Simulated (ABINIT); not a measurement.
# GaN (P6_3mc) in ABINIT: settings compared, part 2 of 2

ABINIT 10.8.3 (patched build).

## (4) Single point, PBE

The input, run.abi:

```
# Pseudopotentials
pp_dirpath "./"
pseudos "Ga.GGA_PBE-JTH.xml, N.GGA_PBE-JTH.xml"

# Structure
acell 3.18 3.18 5.166 Angstrom
rprim
     1.0000000000     0.0000000000     0.0000000000
    -0.5000000000     0.8660254038     0.0000000000
     0.0000000000     0.0000000000     1.0000000000
ntypat 2
znucl 31 7
natom 4
typat 1 1 2 2
xcart
     3.0046645385     1.7347438797     4.8811625799
    -0.0000000003     3.4694877600     0.0000000000
     3.0046645385     1.7347438797     8.5420345148
    -0.0000000003     3.4694877600     3.6608719349

# Plane-wave basis
ecut 25.0
pawecutdg 47.0

# k points
kptopt 1
ngkpt 6 6 3
nshiftk 1
shiftk 0.0 0.0 0.0

# Exchange and correlation
ixc 11

# Bands and occupations
nband 22
occopt 3
tsmear 0.05 eV

# SCF cycle
nstep 100
tolvrs 1.0e-9

# Output
iomode 3
prtwf 0
prtden 0
prteig 0
prtebands 0
enunit 1
```

Potentials or basis: JTH PAW PBE v2.0.

Started as:

```bash
$ abinit run.abi > log 2>&1
```

run.abo:

```text
.Version 10.8.3 of ABINIT
 Symmetries : space group P6_3 m c (#186); Bravais hP (primitive hexag.)
================================================================================
 Values of the parameters that define the memory need of the present run
     intxc =       0    ionmov =       0      iscf =      17    lmnmax =      18
     lnmax =       6     mgfft =      45  mpssoang =       3    mqgrid =    3013
     natom =       4  nloc_mem =       2    nspden =       1   nspinor =       1
    nsppol =       1      nsym =      12    n1xccc =       1    ntypat =       2
    occopt =       3   xclevel =       2
       mpw =        1846          nfft =       40500          nkpt =          14
 PAW method is used; the additional fine FFT grid is defined by:
   mgfftf=        64    nfftf =    102400
================================================================================
================================================================================

--------------------------------------------------------------------------------
------------- Echo of variables that govern the present computation ------------
--------------------------------------------------------------------------------
 -outvars: echo values of preprocessed input variables --------
            acell      6.0093290804E+00  6.0093290804E+00  9.7623251664E+00 Bohr
              amu      6.97230000E+01  1.40067400E+01
             ecut      2.50000000E+01 Hartree
           enunit           1
              ixc          11
         kptrlatt        6    0    0      0    6    0      0    0    3
          kptrlen      2.92869755E+01
            natom           4
            nband          22
            ngfft          30      30      45
          ngfftdg          40      40      64
             nkpt          14
            nstep         100
             nsym          12
           ntypat           2
           occopt           3
        pawecutdg      4.70000000E+01 Hartree
         pawxcdev           0
           prtden           0
        prtebands           0
           prteig           0
            prtwf           0
            rprim      1.0000000000E+00  0.0000000000E+00  0.0000000000E+00
                      -5.0000000000E-01  8.6602540380E-01  0.0000000000E+00
                       0.0000000000E+00  0.0000000000E+00  1.0000000000E+00
          spgroup         186
           tolvrs      1.00000000E-09
           tsmear      1.83746611E-03 Hartree
            typat      1  1  2  2
           useylm           1
[... 183 lines left out ...]
 prteigrs : prtvol=0 or 1, do not print more k-points.

--- !EnergyTerms
iteration_state     : {dtset: 1, }
comment             : Components of total free energy in Hartree
kinetic             :  2.18428544763567E+01
hartree             :  4.67061196778315E+01
xc                  : -8.69092684026011E+00
Ewald energy        : -1.17003474103245E+02
psp_core            :  6.29929878590981E+00
local_psp           : -1.29617847018611E+02
PAW spherical_terms :  2.18696222260072E+00
internal            : -1.78277012799417E+02
'-kT*entropy'       : -6.74624460674476E-12
total_energy        : -1.78277012799424E+02
total_energy_eV     : -4.85116465406482E+03
...

--- !EnergyTermsDC
iteration_state     : {dtset: 1, }
comment             : '"Double-counting" decomposition of free energy'
band_energy         : -5.37856322841130E+00
Ewald energy        : -1.17003474103245E+02
psp_core            :  6.29929878590981E+00
xc_dc               : -4.48546347655391E+01
PAW spherical_terms : -1.73396311129449E+01
internal            : -1.78277004424230E+02
'-kT*entropy'       : -6.74624460674476E-12
total_energy_dc     : -1.78277004424237E+02
total_energy_dc_eV  : -4.85116442616438E+03
...

--- !EnergyTermsWithPAWCore
iteration_state     : {dtset: 1, }
comment             : 'Components of total free energy, including PAW core contributions'
Total energy        : -3.99767173732333E+03
Total energy DC     : -3.99767172894814E+03
Total energy (eV)   : -1.08782189728947E+05
Total energy DC (eV): -1.08782189501047E+05
...

 Cartesian components of stress tensor (hartree/bohr^3)
  sigma(1 1)= -2.35547192E-04  sigma(3 2)=  0.00000000E+00
  sigma(2 2)= -2.35547193E-04  sigma(3 1)=  0.00000000E+00
  sigma(3 3)= -3.07686787E-04  sigma(2 1)=  0.00000000E+00

-Cartesian components of stress tensor (GPa)         [Pressure=  7.6375E+00 GPa]
- sigma(1 1)= -6.93003766E+00  sigma(3 2)=  0.00000000E+00
- sigma(2 2)= -6.93003768E+00  sigma(3 1)=  0.00000000E+00
- sigma(3 3)= -9.05245782E+00  sigma(2 1)=  0.00000000E+00

== END DATASET(S) ==============================================================
================================================================================

 -outvars: echo values of variables after computation  --------
            acell      6.0093290804E+00  6.0093290804E+00  9.7623251664E+00 Bohr
           etotal     -1.7827700442E+02
            fcart     -2.6884650720E-28 -1.5521860330E-28 -2.6627248598E-03
                       4.4807751200E-28  2.5869767217E-28 -2.6627248598E-03
                       8.9615502401E-29  4.6565580990E-28  2.6627248598E-03
                      -2.6884650720E-28 -5.6913487877E-28  2.6627248598E-03
            rprim      1.0000000000E+00  0.0000000000E+00  0.0000000000E+00
                      -5.0000000000E-01  8.6602540380E-01  0.0000000000E+00
                       0.0000000000E+00  0.0000000000E+00  1.0000000000E+00
           strten     -2.3554719233E-04 -2.3554719306E-04 -3.0768678732E-04
                       0.0000000000E+00  0.0000000000E+00  0.0000000000E+00
           xangst      1.5899999995E+00  9.1798692705E-01  2.5830000000E+00
                      -5.2742426416E-10  1.8359738551E+00  0.0000000000E+00
                       1.5899999995E+00  9.1798692705E-01  4.5202499987E+00
                      -5.2742426416E-10  1.8359738551E+00  1.9372499987E+00
             xred      6.6666666632E-01  3.3333333298E-01  5.0000000000E-01
                       3.3333333299E-01  6.6666666631E-01  0.0000000000E+00
                       6.6666666632E-01  3.3333333298E-01  8.7499999974E-01
                       3.3333333299E-01  6.6666666631E-01  3.7499999974E-01
 Calculation completed.
```

It took 27 s on 1 thread of Arm Neoverse V1, shared host; peak memory 0.12 GiB.

Results:

```
Free energy                                           : -4851.1644 eV
Largest force                                         : 0.137 eV/Å
Band gap on the k mesh                                : 1.96 eV, direct
Valence electrons inside the program's atomic spheres : Ga 11.19; N 2.56
```

Forces in eV/Å, atoms in the order of the input:
```
Ga   0.000  0.000 -0.137
Ga   0.000  0.000 -0.137
N    0.000  0.000  0.137
N    0.000  0.000  0.137
```

Caveat: the cutoff is too short for stress, so the log's stress isn't used.

## (5) Single point, PBEsol

The input, run.abi:

```
pp_dirpath "./"
pseudos "Ga.GGA_PBE-JTH.xml, N.GGA_PBE-JTH.xml"

acell 3*1.0 Angstrom
rprim
     3.1800000000     0.0000000000     0.0000000000
    -1.5900000000     2.7539607840     0.0000000000
     0.0000000000     0.0000000000     5.1660000000
ntypat 2
znucl 31 7
natom 4
typat 1 1 2 2
xred
     0.6666666667     0.3333333333     0.5000000000
     0.3333333333     0.6666666667     0.0000000000
     0.6666666667     0.3333333333     0.8750000000
     0.3333333333     0.6666666667     0.3750000000

ecut 680.284656 eV
pawecutdg 47.0

kptopt 1
ngkpt 8 8 4
nshiftk 1
shiftk 0.0 0.0 0.0

ixc -116133

nband 22
occopt 3
tsmear 0.05 eV

nstep 100
tolvrs 1.0e-9

iomode 3
prtwf 0
prteig 0
prtebands 0
enunit 2
prtden 1
prtvha 1
prtvclmb 1
prtpot 1
```

Started as:

```bash
$ abinit run.abi > log 2>&1
```

Run time: 59 s. Hardware: 1 thread of Arm Neoverse V1, shared host; peak memory 0.15 GiB.

The run converged. Its results:

```
Free energy                                           : -4848.6709 eV
Largest force                                         : 0.133 eV/Å
Band gap on the k mesh                                : 1.91 eV, direct
Valence electrons inside the program's atomic spheres : Ga 11.20; N 2.54
```

Forces on the atoms (eV/Å):
```
Ga   0.000  0.000 -0.133
Ga   0.000  0.000 -0.133
N    0.000  0.000  0.133
N    0.000  0.000  0.133
```

Levels at points of the mesh, in eV from the valence-band top:
```tsv
k point	band 16	band 17	band 18	band 19	band 20	band 21
(0.00, 0.00, 0.00)	-0.06	0.00	0.00	1.91	4.21	9.15
(0.50, 0.00, 0.00)	-2.82	-2.31	-1.00	4.93	5.52	5.95
(0.00, 0.00, 0.50)	-0.55	-0.55	-0.55	4.22	4.22	8.42
(0.50, 0.00, 0.50)	-1.99	-1.95	-1.95	4.30	4.30	7.73
```

Caveat: the cutoff is too short for stress, so the log's stress isn't used; the PAW data sets were made with another functional, which shifts forces and pressure a little.

## (6) Single point, PBE

run.abi: that of step 5 with these lines changed.

```diff
@@ -3,7 +3,7 @@
 
-acell 3*1.0 Angstrom
+acell 3*1.0
 rprim
-     3.1800000000     0.0000000000     0.0000000000
-    -1.5900000000     2.7539607840     0.0000000000
-     0.0000000000     0.0000000000     5.1660000000
+     6.0093290763     0.0000000000     0.0000000000
+    -3.0046645382     5.2042316397     0.0000000000
+     0.0000000000     0.0000000000     9.7623251598
 ntypat 2
@@ -26,3 +26,3 @@
 
-ixc -116133
+ixc 11
 
@@ -37,8 +37,5 @@
 prtwf 0
+prtden 0
 prteig 0
 prtebands 0
-enunit 2
-prtden 1
-prtvha 1
-prtvclmb 1
-prtpot 1
+enunit 1
```

Potentials or basis: JTH PAW PBE v2.0.

Started as:

```bash
$ abinit run.abi > log 2>&1
```

Wall time 51 s (1 thread of Arm Neoverse V1, shared host); peak memory 0.14 GiB.

Results (log left out):

```
Free energy                                           : -4851.1712 eV
Largest force                                         : 0.138 eV/Å
Band gap on the k mesh                                : 1.96 eV, direct
Valence electrons inside the program's atomic spheres : Ga 11.19; N 2.56
```

Forces in eV/Å, atoms in the order of the input:
```
Ga   0.000  0.000 -0.138
Ga   0.000  0.000 -0.138
N    0.000  0.000  0.138
N    0.000  0.000  0.138
```

Levels at points of the mesh, in eV from the valence-band top:
```tsv
k point	band 14	band 15	band 16	band 17	band 18	band 19	band 20	band 21	band 22
(0.00, 0.00, 0.00)	-1.06	-1.06	-0.06	0.00	0.00	1.96	4.29	9.25	9.92
(0.50, 0.00, 0.00)	-5.30	-4.28	-2.79	-2.26	-0.99	5.07	5.60	6.07	8.66
(0.00, 0.00, 0.50)	-3.87	-0.55	-0.55	-0.55	-0.55	4.28	4.28	8.54	8.54
(0.50, 0.00, 0.50)	-6.65	-1.96	-1.96	-1.93	-1.93	4.42	4.42	7.83	7.83
```

Caveat: the cutoff is too short for stress, so the log's stress isn't used.

## (7) Summary

```csv
level,potentials or basis,k mesh,gap on the mesh (eV),largest force (eV/Å)
PBE,JTH PAW PBE v2.0,13 × 13 × 6,1.96,0.14
LDA,JTH PAW LDA v2.0,6 × 6 × 3,1.97,0.12
PBE,JTH PAW PBE v2.0,6 × 6 × 3,1.96,0.14
PBEsol,JTH PAW PBE v2.0,8 × 8 × 4,1.91,0.13
PBE,JTH PAW PBE v2.0,8 × 8 × 4,1.96,0.14
```

Alike in all rows: task single point; no spin polarisation; cell as given; cutoff (eV) 680; smearing fermi-dirac 0.05 eV.

Caveats: the PAW data sets were made with another functional, which shifts forces and pressure a little (some runs).

Total energies depend on the potentials used, so only differences within one code and one set of settings carry meaning.

## (8) Against experiment

Step 2. Measured gap of GaN: 3.503 eV (direct; quoted in “Studying electronic properties in GaN without electrical contacts using γ-γ vs e−-γ Perturbed Angular Correlations”, 2019, pmc:6823545). This calculation gives 1.96 eV (-1.54 eV). Spin-orbit coupling on Ga is left out. The value is that of PBE, without temperature or zero-point motion. Semilocal functionals fall short of measured gaps as a rule.

Step 3. Measured gap of GaN: 3.503 eV (direct; quoted in “Studying electronic properties in GaN without electrical contacts using γ-γ vs e−-γ Perturbed Angular Correlations”, 2019, pmc:6823545). This calculation gives 1.97 eV (-1.54 eV). Spin-orbit coupling on Ga is left out. The value is that of LDA, without temperature or zero-point motion. Semilocal functionals fall short of measured gaps as a rule.

Step 4. Against the measured gap of GaN, 3.503 eV (direct; quoted in “Studying electronic properties in GaN without electrical contacts using γ-γ vs e−-γ Perturbed Angular Correlations”, 2019, pmc:6823545), the calculated 1.96 eV is off by -1.54 eV. Spin-orbit coupling on Ga is left out. The value is that of PBE, without temperature or zero-point motion. Semilocal functionals fall short of measured gaps as a rule.

Step 5. A measured gap of GaN is 3.503 eV (direct; quoted in “Studying electronic properties in GaN without electrical contacts using γ-γ vs e−-γ Perturbed Angular Correlations”, 2019, pmc:6823545); the calculated 1.91 eV misses it by -1.60 eV. Spin-orbit coupling on Ga is left out. The value is that of PBEsol, without temperature or zero-point motion. Semilocal functionals fall short of measured gaps as a rule.

Step 6. A measured gap of GaN is 3.503 eV (direct; quoted in “Studying electronic properties in GaN without electrical contacts using γ-γ vs e−-γ Perturbed Angular Correlations”, 2019, pmc:6823545); the calculated 1.96 eV misses it by -1.54 eV. Spin-orbit coupling on Ga is left out. The value is that of PBE, without temperature or zero-point motion. Semilocal functionals fall short of measured gaps as a rule.
